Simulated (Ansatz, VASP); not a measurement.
**Cross-check of MoS2 (2H-MoS2 bilayer, 3R (AB)) between VASP and Ansatz**

Aim: how closely do two programs agree when they are given the same cell, functional and k mesh? The cell is taken from a series of runs on this material, whose earlier steps may have relaxed, scaled, displaced or heated it; both programs get it as it stands.

Calculated with Ansatz 0.2.0; plane waves, with VASP 6.6.1 beside it; single point at PBEsol with D3(BJ).

### 1. The starting structure

The cell holds 6 atoms: 4 S and 2 Mo. Its edges and angles: a = 3.116 Å, b = 3.116 Å, c = 26.936 Å, α = 90.0°, β = 90.0°, γ = 120.0°. Vacuum lies along c.

### 2. VASP: single point, PBEsol with D3(BJ)

With cell and atoms fixed, the geometry can't cause a difference; cores, projectors, grids and the points listed under the comparison can.

Lines of VASP's logs that name or quote its potential files are left out, and so is its time.

INCAR reads:

```
SYSTEM = MoS2
PREC = Accurate
ENCUT = 400
EDIFF = 1E-06
NELM = 120
ISMEAR = -1
SIGMA = 0.02585
LREAL = .FALSE.
ALGO = Normal
GGA = PS
IVDW = 12
NBANDS = 32
LASPH = .TRUE.
LORBIT = 11
LWAVE = .FALSE.
LCHARG = .FALSE.
ISIF = 2
LDIPOL = .TRUE.
IDIPOL = 3
DIPOL = 0.5 0.5 0.5
LVHAR = .TRUE.
GGA_COMPAT = .FALSE.
EFERMI = MIDGAP
NELMDL = -8
KPAR = 2
```

POSCAR reads:

```
MoS2
1.0
    3.1161008101      0.0000000000      0.0000000000
   -1.5580504051      2.6986224623      0.0000000000
    0.0000000000      0.0000000000     26.9363423753
S Mo
4 2
Direct
    0.3333333333      0.6666666667      0.3341210872
    0.3333333333      0.6666666667      0.4500948978
    0.6666666667      0.3333333333      0.5498816983
    0.6666666667      0.3333333333      0.6658789128
    0.0000000000      0.0000000000      0.3921934622
    0.3333333333      0.6666666667      0.6078650402
```

KPOINTS reads:

```
Automatic mesh
0
Gamma
18 18 1
0 0 0
```

The projector-augmented-wave data sets are S and Mo_sv (PBE family, release 64).

Launch:

```bash
mpirun -np 2 vasp_std
```

Numbers of over 12 decimals in the logs are rounded to 6 here.

What it wrote:

```text
[banner, memory and clock lines left out]
running    2 mpi-ranks, on    1 nodes
 distrk:  each k-point on    1 cores,    2 groups
 distr:  one band on    1 cores,    1 groups

 POSCAR found type information on POSCAR S Mo
 POSCAR found :  2 types and       6 ions
|                                                                             |
|               ----> ADVICE to this user running VASP <----                  |
|                                                                             |
|     You enforced a specific xc type in the INCAR file but a different       |
|     [... a line on the potential file left out ...]
|     I HOPE YOU KNOW WHAT YOU ARE DOING!                                     |
|                                                                             |

 LDA part: xc-table for (Slater+PW92), standard interpolation
 POSCAR, INCAR and KPOINTS ok, starting setup
 FFT: planning ... GRIDC
 FFT: planning ... GRID_SOFT
 FFT: planning ... GRID
 WAVECAR not read
 entering main loop
       N       E                     dE             d eps       ncg     rms          rms(c)
DAV:   1     0.383544229501E+03    0.38354E+03   -0.25423E+04  3000   0.114E+03
DAV:   2    -0.230822818799E+02   -0.40663E+03   -0.39868E+03  3088   0.310E+02
DAV:   3    -0.488218452952E+02   -0.25740E+02   -0.25456E+02  2976   0.720E+01
DAV:   4    -0.496114337580E+02   -0.78959E+00   -0.78661E+00  3160   0.125E+01
DAV:   5    -0.496300635107E+02   -0.18630E-01   -0.18618E-01  2944   0.191E+00
DAV:   6    -0.496308827491E+02   -0.81924E-03   -0.81898E-03  3216   0.379E-01
DAV:   7    -0.496309192277E+02   -0.36479E-04   -0.36476E-04  3048   0.693E-02
DAV:   8    -0.496309212731E+02   -0.20454E-05   -0.20453E-05  2584   0.142E-02    0.379E+01
DAV:   9    -0.475015164665E+02    0.21294E+01   -0.16950E+01  2568   0.232E+01    0.132E+01
DAV:  10    -0.472319322434E+02    0.26958E+00   -0.84164E+00  2608   0.151E+01    0.868E+00
DAV:  11    -0.468166410886E+02    0.41529E+00   -0.16859E+00  2744   0.739E+00    0.313E+00
DAV:  12    -0.468324547388E+02   -0.15814E-01   -0.18271E-01  3184   0.203E+00    0.163E+00
DAV:  13    -0.468165960294E+02    0.15859E-01   -0.80916E-02  2768   0.165E+00    0.329E-01
DAV:  14    -0.468162404368E+02    0.35559E-03   -0.38231E-03  2984   0.341E-01    0.175E-01
[...]
DAV:  22    -0.468164522912E+02   -0.16501E-04   -0.57963E-07  1880   0.311E-03    0.265E-03
DAV:  23    -0.468164674696E+02   -0.15178E-04   -0.90819E-07  1936   0.236E-03    0.314E-03
DAV:  24    -0.468164706287E+02   -0.31592E-05   -0.29515E-07  1760   0.159E-03    0.178E-03
DAV:  25    -0.468164751700E+02   -0.45412E-05   -0.12079E-07  1608   0.983E-04    0.433E-04
DAV:  26    -0.468164780279E+02   -0.28580E-05   -0.90753E-08  1584   0.743E-04    0.587E-04
DAV:  27    -0.468164803415E+02   -0.23135E-05   -0.75949E-08  1624   0.720E-04    0.685E-04
DAV:  28    -0.468164814298E+02   -0.10884E-05   -0.32252E-08  1432   0.416E-04    0.451E-04
DAV:  29    -0.468164821897E+02   -0.75984E-06   -0.24492E-08  1464   0.403E-04
   1 F= -.48759134E+02 E0= -.48759134E+02  d E =-.863135E-10
```

Parts of OUTCAR (step 2):

```text
ion  position               nearest neighbor table
   1  0.333  0.667  0.334-   5 2.38   5 2.38   5 2.38
   2  0.333  0.667  0.450-   5 2.38   5 2.38   5 2.38
   3  0.667  0.333  0.550-   6 2.38   6 2.38   6 2.38
   4  0.667  0.333  0.666-   6 2.38   6 2.38   6 2.38
   5  0.000  0.000  0.392-   2 2.38   2 2.38   2 2.38   1 2.38   1 2.38   1 2.38
   6  0.333  0.667  0.608-   3 2.38   3 2.38   3 2.38   4 2.38   4 2.38   4 2.38

  LATTYP: Found a hexagonal cell.
 ALAT       =     3.1161008101
 C/A-ratio  =     8.6442461322

 Subroutine GETGRP returns: Found  6 space group operations
 (whereof  6 operations were pure point group operations)

The static configuration has the point symmetry C_3v.

 Found     37 irreducible k-points:

   k-points           NKPTS =     37   k-points in BZ     NKDIM =     37   number of bands    NBANDS=     32

   dimension x,y,z NGX =    20 NGY =   20 NGZ =  180
   dimension x,y,z NGXF=    40 NGYF=   40 NGZF=  360

   ENCUT  =  400.0 eV  29.40 Ry    5.42 a.u.   5.08  5.08 43.93*2*pi/ulx,y,z

   NELECT =      52.0000    total number of electrons

 k-points in reciprocal lattice and weights: Automatic mesh
   0.00000000  0.00000000  0.00000000       0.003
   0.05555556  0.00000000  0.00000000       0.019
   0.11111111  0.00000000  0.00000000       0.019
   0.16666667  0.00000000  0.00000000       0.019
   0.22222222  0.00000000  0.00000000       0.019
   0.27777778  0.00000000  0.00000000       0.019
   0.33333333  0.00000000  0.00000000       0.019
   0.38888889  0.00000000  0.00000000       0.019
   0.44444444  0.00000000  0.00000000       0.019
[...]
0.33333333  0.27777778  0.00000000       0.037
   0.33333333  0.33333333  0.00000000       0.006

 dipolmoment           0.000000      0.000000     -0.005465 electrons x Angstroem

 average (electrostatic) potential at core
       1 -91.1269       2 -91.1845       3 -91.2942       4 -91.2467       5 -81.0785
       6 -81.1892

 E-fermi :   1.2432

 k-point     1 :       0.0000    0.0000    0.0000
  band No.  band energies     occupation
    ...
     22      -1.3095      2.00000
     23      -1.3095      2.00000
     24      -1.1889      2.00000
     25      -0.3069      2.00000
     26       0.7788      2.00000
     27       2.9081      0.00000
     28       2.9081      0.00000
     29       3.0456      0.00000
     30       3.0456      0.00000
     31       3.2192      0.00000
    ...

 k-point     2 :       0.0556    0.0000    0.0000
  band No.  band energies     occupation
    ...
     22      -1.3914      2.00000
     23      -1.2979      2.00000
     24      -0.9396      2.00000
     25      -0.3064      2.00000
     26       0.6930      2.00000
     27       2.8605      0.00000
     28       2.9685      0.00000
     29       2.9703      0.00000
     30       3.0952      0.00000
     31       3.0991      0.00000
    ...

 k-point     3 :       0.1111    0.0000    0.0000
  band No.  band energies     occupation
    ...
     22      -1.6089      2.00000
     23      -1.2320      2.00000
     24      -0.7684      2.00000
     25      -0.3300      2.00000
     26       0.4229      2.00000
     27       2.7293      0.00000
     28       2.7577      0.00000
     29       2.8588      0.00000
     30       2.9034      0.00000
     31       3.0199      0.00000
    ...

 Edisp (eV)   -1.94265

  Total      -0.17576    -0.17576    -0.20093     0.00000     0.00000     0.00000
  in kB      -1.24319    -1.24319    -1.42120     0.00000     0.00000     0.00000
  external pressure =       -1.30 kB  Pullay stress =        0.00 kB

  energy-cutoff  :      400.00
  volume of cell :      226.51
      direct lattice vectors                 reciprocal lattice vectors
     3.116100810  0.000000000  0.000000000     0.320913880  0.185279715  0.000000000
    -1.558050405  2.698622462  0.000000000     0.000000000  0.370559429  0.000000000
     0.000000000  0.000000000 26.936342375     0.000000000  0.000000000  0.037124565

 POSITION                                       TOTAL-FORCE (eV/Angst)
 -----------------------------------------------------------------------------------
     -0.00000      1.79908      9.00000         0.000000     -0.000000     -0.002364
     -0.00000      1.79908     12.12391         0.000000     -0.000000     -0.002458
      1.55805      0.89954     14.81180         0.000000      0.000000      0.002964
      1.55805      0.89954     17.93634        -0.000000      0.000000      0.002305
      0.00000      0.00000     10.56426         0.000000     -0.000000     -0.002057
     -0.00000      1.79908     16.37366        -0.000000      0.000000      0.001610
 -----------------------------------------------------------------------------------
    total drift:                                0.000001     -0.000000      0.000162

  FREE ENERGIE OF THE ION-ELECTRON SYSTEM (eV)
  ---------------------------------------------------
  free  energy   TOTEN  =       -48.7591337544 eV

  energy  without entropy=      -48.7591337543  energy(sigma->0) =      -48.75913375

 vacuum level on the upper side and lower side of the slab         5.926         6.044

 total charge
# of ion       s       p       d       tot
------------------------------------------
    1        1.358   2.333   0.000   3.690
    2        1.360   2.331   0.000   3.691
    3        1.362   2.326   0.000   3.688
    4        1.358   2.333   0.000   3.690
    5        2.303   6.239   4.020  12.562
    6        2.304   6.238   4.019  12.561
--------------------------------------------------
tot         10.045  21.800   8.039  39.884

[... 3 further parts left out ...]
```

This run has no spin polarisation, so a moment on Mo, if there is one, isn't seen.

[end of part 1 of 2]

[Lines on the potential files, build, host, timing and source positions are cut from VASP's logs without a mark.]

[Logs are printed without paths, hosts, clocks, repeated set-up lines and the standing remarks that a program may print on its own settings, such as how far it seeks lower states.]

[Hosts, paths, dates, database ids (printed as entryN), source tags and the programs' standing remarks are cut or masked in the printed files.]
